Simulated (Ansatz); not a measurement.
Below is a relaxed structure of Li. The cell was found from a structure generator's guess, not taken from experiment.

All numbers below come from DFT PBE, scalar-relativistic, plane waves, PAW in Ansatz 0.2.0. Cutoff 420 eV, Γ-centred mesh, Gaussian smearing, no spin polarisation.

```
CELL_PARAMETERS angstrom
-3.75164 3.75164 1.43684
3.75164 -3.75164 1.43684
3.75164 3.75164 -1.43684
ATOMIC_POSITIONS crystal
Li 0.37500 0.62500 0.75000
Li 0.87500 0.62500 0.25000
Li 0.37500 0.12500 0.75000
Li 0.37500 0.62500 0.25000
```

Energies count from the standard state of Li at the same level.

Q: Find its symmetry and describe it.

A: I4_1/amd (No. 141). Conventional cell: a = 7.503 Å, c = 2.874 Å. Li is surrounded by 6 Li at 2.75–2.87 Å.

Q: How far does it lie from the standard state of Li?

A: +0.07 eV/atom. So it is a metastable form at best.

Q: Is it a metal?

A: Yes, bands cross the Fermi level on the 18×18×18 mesh.

The last run used an 18×18×18 mesh for its 4-atom cell and Gaussian smearing of 0.10 eV. A later test with randomly moved atoms led to a structure 74 meV/atom lower, so this end is a saddle point or a shallow minimum.
